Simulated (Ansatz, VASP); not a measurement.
**BaTiO3 in VASP and in Ansatz**

```
Ba Ti O
1.0
     4.00600    0.00000    0.00000
     0.00000    4.00600    0.00000
     0.00000    0.00000    4.00600
Ba Ti O
1 1 3
Direct
  0.50000 0.50000 0.50000
  0.00000 0.00000 0.00000
  0.50000 0.00000 0.00000
  0.00000 0.50000 0.00000
  0.00000 0.00000 0.50000
```

Alike in both runs: task single point; functional PBE; k mesh 6 × 6 × 6; no spin polarisation; Hubbard terms Ti d U = 4.5 eV.

```csv
,VASP,Ansatz
version,VASP 6.6.1,Ansatz 0.2.0
potentials or method,"VASP PAW PBE potentials, release 64 (Ba_sv, Ti_sv, O)","plane waves, PAW"
plane-wave cutoff (eV),520,470
occupations,"gaussian, width 0.01 eV",fixed
valence electrons in the cell,40,40
```

Ansatz gave:

```
gap on the k mesh at the Fermi level (eV) : 2.32
```

Task: What did VASP give for the same quantities?

Result: gap on the k mesh at the Fermi level (eV): 2.27.

The programs project onto different local orbitals, so the same U acts differently.

Caveats: spin-orbit coupling is left out, which moves the levels of the heavy elements. A k mesh can miss the band edges.
